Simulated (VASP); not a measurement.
# GaP (F-43m) in VASP: notebook

One crystal, GaP, is run at these levels: HSE06, HSE03, PBE0, r2SCAN-EpsX; tasks: band structure.

Program: VASP 6.6.1. These are calculated values, not measurements. Logs are shortened: lines on timing, memory, paths and dates and some standing lists are left out, and cuts for length are marked.

**Experimental background.**

“Stacking defects in GaP nanowires: Electronic structure and optical properties”, 2018, arxiv:1810.01194 quotes, for a bulk crystal of GaP at 10 K: band gap 2.34 eV (indirect).

The runs below are set against these values where they give the same quantity.

## Step 1: The crystal as given

The structure is cubic, space group F-43m (No. 216). Conventional cell: a = 5.451 Å, b = 5.451 Å, c = 5.451 Å, α = 90.00°, β = 90.00°, γ = 90.00°. Ga (site symmetry -43m) has 4 P at 2.36 Å as nearest neighbours. Around P (site symmetry -43m) lie 4 Ga at 2.36 Å.

## Step 2: Band structure, HSE06

File POSCAR:

```
GaP
1.0
    0.0000000000      2.7252500000      2.7252500000
    2.7252500000      0.0000000000      2.7252500000
    2.7252500000      2.7252500000      0.0000000000
Ga P
1 1
Direct
    0.0000000000      0.0000000000      0.0000000000
    0.7500000000      0.7500000000      0.7500000000
```

File INCAR.step1:

```
PREC     = Accurate       # precision mode
ENCUT    = 520            # plane-wave cutoff, eV
EDIFF    = 1E-5           # SCF threshold, eV
ISMEAR   = 0              # smearing method
SIGMA    = 0.02           # smearing width, eV
LREAL    = F              # projectors in reciprocal space
LASPH    = T              # aspherical terms in the spheres
NELM     = 80             # most SCF steps
ALGO     = Normal         # electronic algorithm
ISIF     = 2              # what is computed and relaxed
LWAVE    = T              # write WAVECAR
LCHARG   = F              # write CHGCAR
GGA      = PE             # functional
KPAR     = 4
```

File INCAR.step2:

```
PREC     = Accurate       # precision mode
ENCUT    = 520            # plane-wave cutoff, eV
EDIFF    = 1E-6           # SCF threshold, eV
ISMEAR   = 0              # smearing method
SIGMA    = 0.02           # smearing width, eV
LREAL    = F              # projectors in reciprocal space
LASPH    = T              # aspherical terms in the spheres
NELM     = 80             # most SCF steps
ALGO     = Normal         # electronic algorithm
ISIF     = 2              # what is computed and relaxed
LWAVE    = F              # write WAVECAR
LCHARG   = F              # write CHGCAR
GGA      = PE             # functional
LHFCALC  = T              # exact exchange
HFSCREEN = 0.2            # screening, 1/A
PRECFOCK = Fast         
ISTART   = 1            
KPAR     = 4
```

File KPOINTS:

```
regular mesh
0
Gamma
  6 6 6
```

File KPOINTS_OPT:

```
path GXWKGLUWLK,UX
12
line-mode
reciprocal
 0.0000000000  0.0000000000  0.0000000000  G
 0.5000000000  0.0000000000  0.5000000000  X

 0.5000000000  0.0000000000  0.5000000000  X
 0.5000000000  0.2500000000  0.7500000000  W

 0.5000000000  0.2500000000  0.7500000000  W
 0.3750000000  0.3750000000  0.7500000000  K

 0.3750000000  0.3750000000  0.7500000000  K
 0.0000000000  0.0000000000  0.0000000000  G

 0.0000000000  0.0000000000  0.0000000000  G
 0.5000000000  0.5000000000  0.5000000000  L

 0.5000000000  0.5000000000  0.5000000000  L
 0.6250000000  0.2500000000  0.6250000000  U

 0.6250000000  0.2500000000  0.6250000000  U
 0.5000000000  0.2500000000  0.7500000000  W

 0.5000000000  0.2500000000  0.7500000000  W
 0.5000000000  0.5000000000  0.5000000000  L

 0.5000000000  0.5000000000  0.5000000000  L
 0.3750000000  0.3750000000  0.7500000000  K

 0.6250000000  0.2500000000  0.6250000000  U
 0.5000000000  0.0000000000  0.5000000000  X
```

Potentials or basis: VASP PAW PBE potentials, release 64 (Ga_d, P).

Run with:

```console
cat potpaw_PBE.64/Ga_d/POTCAR potpaw_PBE.64/P/POTCAR > POTCAR
cp INCAR.step1 INCAR
mpirun -np 4 vasp_std > vasp.out
cp INCAR.step2 INCAR
mpirun -np 4 vasp_std > vasp.out
```

OUTCAR:

```text
PREC = Accurate
   ENCUT = 520
   EDIFF = 1E-6
   ISMEAR = 0
   LREAL = F
   LASPH = T
   NELM = 80
   ISIF = 2
   GGA = PE
   LHFCALC = T
   HFSCREEN = 0.2
   PRECFOCK = Fast
   ISTART = 1

 ion  position               nearest neighbor table
   1  0.000  0.000  0.000-   2 2.36   2 2.36   2 2.36   2 2.36
   2  0.750  0.750  0.750-   1 2.36   1 2.36   1 2.36   1 2.36

  LATTYP: Found a face centered cubic cell.
 ALAT       =     5.4505000000

  Lattice vectors:

 A1 = (   0.0000000000,   2.7252500000,   2.7252500000)
 A2 = (   2.7252500000,   0.0000000000,   2.7252500000)
 A3 = (   2.7252500000,   2.7252500000,   0.0000000000)

Analysis of symmetry for initial positions (statically):
=====================================================================
 Subroutine PRICEL returns:
 Original cell was already a primitive cell.

 Routine SETGRP: Setting up the symmetry group for a
 face centered cubic supercell.

 Subroutine GETGRP returns: Found 24 space group operations
 (whereof 24 operations were pure point group operations)
 out of a pool of 48 trial point group operations.

The static configuration has the point symmetry T_d .

Analysis of symmetry for dynamics (positions and initial velocities):
=====================================================================
 Subroutine PRICEL returns:
 Original cell was already a primitive cell.

 Routine SETGRP: Setting up the symmetry group for a
 face centered cubic supercell.

 Subroutine GETGRP returns: Found 24 space group operations
 (whereof 24 operations were pure point group operations)
 out of a pool of 48 trial point group operations.

The dynamic configuration has the point symmetry T_d .

 Subroutine INISYM returns: Found 24 space group operations
 (whereof 24 operations are pure point group operations),
 and found     1 'primitive' translations

----------------------------------------------------------------------------------------

                                     Primitive cell

  volume of cell :      40.4808

  direct lattice vectors                    reciprocal lattice vectors
     0.000000000  2.725250000  2.725250000    -0.183469406  0.183469406  0.183469406
     2.725250000  0.000000000  2.725250000     0.183469406 -0.183469406  0.183469406
     2.725250000  2.725250000  0.000000000     0.183469406  0.183469406 -0.183469406

  length of vectors
[... 90 lines left out ...]
   IALGO  =     38    algorithm
   IMIX   =      1    mixing-type and parameters
     AMIX     =   0.40;   BMIX     =  1.00
     AMIX_MAG =   1.60;   BMIX_MAG =  1.00
  volume/ion in A,a.u.               =      20.24       136.59
  Fermi-wavevector in a.u.,A,eV,Ry     =   1.249538  2.361284 21.243377  1.561344
  Thomas-Fermi vector in A             =   2.383574
   LORBIT       =      0    0 simple, 1 ext, 2 COOP (PROOUT), +10 PAW based schemes
   GGA     = PE    functional components
   LHFCALC =     T    Hartree Fock is set to
   PRECFOCK=fast      Normal, Fast or Accurate (Low or Medium for compatibility)
   ENCUT4O =  -1.0   cutoff for four orbital integrals eV
   NKREDX  =     1    reduce k-point grid by
   NKREDY  =     1    reduce k-point grid by
   NKREDZ  =     1    reduce k-point grid by
   AEXX    =    0.2500 exact exchange contribution
   HFSCREEN=    0.2000 screening length (either q_TF or 0.3 A-1)
   HFSCREENC=   0.2000 screening length for correlation (either q_TF or 0.3 A-1)
   ENCUTFOCK=  -1.0 apply spherical cutoff to Coloumb kernel
   IVDW    =     0    specifies the selected vdW correction
   LEPSILON=     F    determine dielectric tensor
   LRPA    =     F    only Hartree local field effects (RPA)
 non-spin polarized calculation
 Gauss-broadening in eV      SIGMA  =   0.02
  energy-cutoff  :      520.00
  volume of cell :       40.48
 maximum number of plane-waves:      1113
 NGX is ok and might be reduce to    30
  NGX = 16; NGY = 16; NGZ = 16

 number of electron      17.9999988 magnetization

 Free energy of the ion-electron system (eV)
  ---------------------------------------------------
  ext. energy  EPLUGINS =         0.00000000
  ---------------------------------------------------
  free energy    TOTEN  =       -10.81036852 eV

  energy without entropy =      -10.81036852  energy(sigma->0) =      -10.81036852

 E-fermi :   4.3654     XC(G=0):  -8.1435

 val. band max:        4.2061515994   @ k =   0.0000   0.0000   0.0000
 cond. band min:       6.5158887816   @ k =   0.5000   0.5000   0.0000
 fundamental gap:      2.3097371823
 Fermi energy:         4.3653731852

 k-point     1 :       0.0000    0.0000    0.0000
  band No.  band energies     occupation
      1     -12.8555      2.00000
      2     -12.8555      2.00000
      3     -12.8555      2.00000
      4     -12.7544      2.00000
      5     -12.7544      2.00000
      6      -9.5821      2.00000
      7       4.2061      2.00000
      8       4.2062      2.00000
      9       4.2062      2.00000
     10       7.0198      0.00000
     11       8.9969      0.00000
     12       8.9970      0.00000
     13       8.9970      0.00000
[... 226 lines left out ...]
  band No.  band energies     occupation
      1     -12.9347      2.00000
      2     -12.8136      2.00000
      3     -12.7988      2.00000
      4     -12.7739      2.00000
      5     -12.7430      2.00000
      6      -6.3076      2.00000
      7      -2.9492      2.00000
      8       0.5298      2.00000
      9       0.6779      2.00000
     10       8.4555      0.00000
     11       8.7716      0.00000
     12      12.9160      0.00000
     13      12.9270      0.00000

------------------------ aborting loop because EDIFF is reached ----------------------------------------

  FORCE on cell =-STRESS in cart. coord.  units (eV):
  Direction    XX          YY          ZZ          XY          YZ          ZX
  --------------------------------------------------------------------------------------
  -------------------------------------------------------------------------------------
  Total        0.1417805      0.1417805      0.1417805      0.0000000      0.0000000      0.0000000
  in kB        5.6114882      5.6114882      5.6114882      0.0000000      0.0000000      0.0000000
  external PRESSURE =       5.6114882 kB  Pullay stress =       0.0000000 kB

 VOLUME and BASIS-vectors are now :
 -----------------------------------------------------------------------------
  energy-cutoff  :      520.00
  volume of cell :       40.48
      direct lattice vectors                 reciprocal lattice vectors
     0.000000000  2.725250000  2.725250000    -0.183469406  0.183469406  0.183469406
     2.725250000  0.000000000  2.725250000     0.183469406 -0.183469406  0.183469406
     2.725250000  2.725250000  0.000000000     0.183469406  0.183469406 -0.183469406

 POSITION                                       TOTAL-FORCE (eV/Angst)
 -----------------------------------------------------------------------------------
      0.00000      0.00000      0.00000        -0.000000     -0.000000      0.000000
      4.08788      4.08788      4.08788         0.000000      0.000000     -0.000000
 -----------------------------------------------------------------------------------
    total drift:                               -0.000015     -0.000011     -0.000009

  FREE ENERGIE OF THE ION-ELECTRON SYSTEM (eV)
  ---------------------------------------------------
  free  energy   TOTEN  =       -10.8103685171 eV

  energy  without entropy=      -10.8103685171  energy(sigma->0) =      -10.81036852
```

OUTCAR.step1:

```text
PREC = Accurate
   ENCUT = 520
   EDIFF = 1E-5
   ISMEAR = 0
   LREAL = F
   LASPH = T
[... 467 lines left out ...]
 -----------------------------------------------------------------------------------
      0.00000      0.00000      0.00000        -0.000000      0.000000      0.000000
      4.08788      4.08788      4.08788         0.000000     -0.000000     -0.000000
 -----------------------------------------------------------------------------------
    total drift:                               -0.000002     -0.000002     -0.000002

  FREE ENERGIE OF THE ION-ELECTRON SYSTEM (eV)
  ---------------------------------------------------
  free  energy   TOTEN  =        -9.1023674156 eV

  energy  without entropy=       -9.1023674156  energy(sigma->0) =       -9.10236742
```

It took 15 min on 4 MPI ranks of AMD EPYC 9R45 (Zen 5), shared host; peak memory 0.33 GiB.

Results:

```
Free energy             : -10.8104 eV
Pressure                : 0.6 GPa
Band gap on the k mesh  : 2.31 eV, indirect (least direct gap 2.81 eV)
Band gap along the path : 2.28 eV, indirect (least direct gap 2.81 eV)
```

Levels at the corners of the path, in eV from the valence-band top:
```
point  band 5  band 6  band 7  band 8  band 9  band 10  band 11  band 12  band 13
    Γ  -16.96  -13.79    0.00    0.00    0.00     2.81     4.79     4.79     4.79
    X  -16.94  -10.58   -7.34   -2.93   -2.93     2.31     2.58    12.09    12.10
    X  -16.94  -10.58   -7.34   -2.93   -2.93     2.31     2.58    12.09    12.10
    W  -16.95  -10.49   -7.08   -3.90   -3.70     5.53     6.00     7.07     7.17
    W  -16.95  -10.49   -7.08   -3.90   -3.70     5.53     6.00     7.07     7.17
    K  -16.95  -10.62   -7.09   -4.28   -2.45     2.93     5.76     9.46     9.49
    K  -16.95  -10.62   -7.09   -4.28   -2.45     2.93     5.76     9.46     9.49
    Γ  -16.96  -13.79    0.00    0.00    0.00     2.81     4.79     4.79     4.79
    Γ  -16.96  -13.79    0.00    0.00    0.00     2.81     4.79     4.79     4.79
    L  -16.96  -11.56   -7.24   -1.21   -1.21     2.53     5.64     5.64     9.28
    L  -16.96  -11.56   -7.24   -1.21   -1.21     2.53     5.64     5.64     9.28
    U  -16.95  -10.62   -7.09   -4.28   -2.45     2.93     5.76     9.46     9.49
    U  -16.95  -10.62   -7.09   -4.28   -2.45     2.93     5.76     9.46     9.49
    W  -16.95  -10.49   -7.08   -3.90   -3.70     5.53     6.00     7.07     7.17
    W  -16.95  -10.49   -7.08   -3.90   -3.70     5.53     6.00     7.07     7.17
    L  -16.96  -11.56   -7.24   -1.21   -1.21     2.53     5.64     5.64     9.28
    L  -16.96  -11.56   -7.24   -1.21   -1.21     2.53     5.64     5.64     9.28
    K  -16.95  -10.62   -7.09   -4.28   -2.45     2.93     5.76     9.46     9.49
    U  -16.95  -10.62   -7.09   -4.28   -2.45     2.93     5.76     9.46     9.49
    X  -16.94  -10.58   -7.34   -2.93   -2.93     2.31     2.58    12.09    12.13
```

Caveat: the PAW data sets were made with another functional, which shifts forces and pressure a little.

## Step 3: Band structure, HSE03

POSCAR is that of step 2.

INCAR.step1 is that of step 2.

INCAR.step2: that of step 2 with these lines changed.

```diff
@@ -14,3 +14,3 @@
 LHFCALC  = T              # exact exchange
-HFSCREEN = 0.2            # screening, 1/A
+HFSCREEN = 0.3            # screening, 1/A
 PRECFOCK = Fast
```

KPOINTS is that of step 2.

KPOINTS_OPT is that of step 2.

Potentials or basis: VASP PAW PBE potentials, release 64 (Ga_d, P).

Run with:

```console
cat potpaw_PBE.64/Ga_d/POTCAR potpaw_PBE.64/P/POTCAR > POTCAR
cp INCAR.step1 INCAR
mpirun -np 4 vasp_std > vasp.out
cp INCAR.step2 INCAR
mpirun -np 4 vasp_std > vasp.out
```

Wall time 14 min (4 MPI ranks of AMD EPYC 9R45 (Zen 5), shared host); peak memory 0.33 GiB.

Results (log left out):

* Free energy: -10.4679 eV
* Pressure: 0.8 GPa
* Band gap on the k mesh: 2.13 eV, indirect (least direct gap 2.61 eV)
* Band gap along the path: 2.10 eV, indirect (least direct gap 2.61 eV)

Levels at the corners of the path, in eV from the valence-band top:
```
point  band 6  band 7  band 8  band 9  band 10  band 11  band 12  band 13
    Γ  -13.67    0.00    0.00    0.00     2.61     4.58     4.58     4.58
    X  -10.48   -7.24   -2.88   -2.88     2.13     2.39    11.81    11.83
    X  -10.48   -7.24   -2.88   -2.88     2.13     2.39    11.81    11.83
    W  -10.39   -6.99   -3.84   -3.64     5.32     5.76     6.85     6.93
    W  -10.39   -6.99   -3.84   -3.64     5.32     5.76     6.85     6.93
    K  -10.52   -7.00   -4.21   -2.42     2.74     5.54     9.21     9.24
    K  -10.52   -7.00   -4.21   -2.42     2.74     5.54     9.21     9.23
    Γ  -13.67    0.00    0.00    0.00     2.61     4.58     4.58     4.58
    Γ  -13.67    0.00    0.00    0.00     2.61     4.58     4.58     4.58
    L  -11.45   -7.13   -1.19   -1.19     2.33     5.42     5.42     9.05
    L  -11.45   -7.13   -1.19   -1.19     2.33     5.42     5.42     9.05
    U  -10.52   -7.00   -4.21   -2.42     2.74     5.54     9.21     9.24
    U  -10.52   -7.00   -4.21   -2.42     2.74     5.54     9.21     9.24
    W  -10.39   -6.99   -3.84   -3.64     5.32     5.76     6.85     6.93
    W  -10.39   -6.99   -3.84   -3.64     5.32     5.76     6.85     6.93
    L  -11.45   -7.13   -1.19   -1.19     2.33     5.42     5.42     9.05
    L  -11.45   -7.13   -1.19   -1.19     2.33     5.42     5.42     9.05
    K  -10.52   -7.00   -4.21   -2.42     2.74     5.54     9.21     9.24
    U  -10.52   -7.00   -4.21   -2.42     2.74     5.54     9.21     9.24
    X  -10.48   -7.24   -2.88   -2.88     2.13     2.39    11.81    11.85
```

Caveat: the PAW data sets were made with another functional, which shifts forces and pressure a little.

## Step 4: Band structure, PBE0

POSCAR is that of step 3.

INCAR.step1 is that of step 3.

INCAR.step2: that of step 3 with these lines changed.

```diff
@@ -14,4 +14,5 @@
 LHFCALC  = T              # exact exchange
-HFSCREEN = 0.3            # screening, 1/A
+AEXX     = 0.25           # exact-exchange fraction
 PRECFOCK = Fast         
+HFRCUT   = -1           
 ISTART   = 1
```

KPOINTS is that of step 3.

KPOINTS_OPT is that of step 3.

Run with:

```console
cat potpaw_PBE.64/Ga_d/POTCAR potpaw_PBE.64/P/POTCAR > POTCAR
cp INCAR.step1 INCAR
mpirun -np 4 vasp_std > vasp.out
cp INCAR.step2 INCAR
mpirun -np 4 vasp_std > vasp.out
```

Wall time 12 min (4 MPI ranks of AMD EPYC 9R45 (Zen 5), shared host); peak memory 0.25 GiB.

Results (log left out):

```yaml
Free_energy: -11.6700 eV
Pressure: 0.3 GPa
Band_gap_on_the_k_mesh: 2.96 eV, indirect (least direct gap 3.45 eV)
Band_gap_along_the_path: 2.94 eV, indirect (least direct gap 3.45 eV)
```

Levels at the corners of the path, in eV from the valence-band top:
```
point  band 5  band 6  band 7  band 8  band 9  band 10  band 11  band 12  band 13
    Γ  -17.02  -13.88    0.00    0.00    0.00     3.45     5.46     5.46     5.46
    X  -17.01  -10.66   -7.42   -2.97   -2.97     2.96     3.24    12.80    12.82
    X  -17.01  -10.66   -7.42   -2.97   -2.97     2.96     3.24    12.80    12.82
    W  -17.02  -10.57   -7.17   -3.97   -3.76     6.22     6.70     7.76     7.87
    W  -17.02  -10.57   -7.17   -3.97   -3.76     6.22     6.70     7.76     7.87
    K  -17.01  -10.71   -7.18   -4.36   -2.49     3.59     6.46    10.16    10.20
    K  -17.01  -10.71   -7.18   -4.36   -2.49     3.59     6.46    10.16    10.20
    Γ  -17.02  -13.88    0.00    0.00    0.00     3.45     5.46     5.46     5.46
    Γ  -17.02  -13.88    0.00    0.00    0.00     3.45     5.46     5.46     5.46
    L  -17.02  -11.64   -7.33   -1.23   -1.23     3.17     6.32     6.32     9.96
    L  -17.02  -11.64   -7.33   -1.23   -1.23     3.17     6.32     6.32     9.96
    U  -17.01  -10.71   -7.18   -4.36   -2.49     3.59     6.46    10.16    10.20
    U  -17.01  -10.71   -7.18   -4.36   -2.49     3.59     6.46    10.16    10.20
    W  -17.02  -10.57   -7.17   -3.97   -3.76     6.22     6.70     7.76     7.87
    W  -17.02  -10.57   -7.17   -3.97   -3.76     6.22     6.70     7.76     7.87
    L  -17.02  -11.64   -7.33   -1.23   -1.23     3.17     6.32     6.32     9.96
    L  -17.02  -11.64   -7.33   -1.23   -1.23     3.17     6.32     6.32     9.96
    K  -17.01  -10.71   -7.18   -4.36   -2.49     3.59     6.46    10.16    10.20
    U  -17.01  -10.71   -7.18   -4.36   -2.49     3.59     6.46    10.16    10.20
    X  -17.01  -10.66   -7.42   -2.97   -2.97     2.96     3.24    12.80    12.85
```

Caveat: the PAW data sets were made with another functional, which shifts forces and pressure a little.

[end of part 1 of 2]
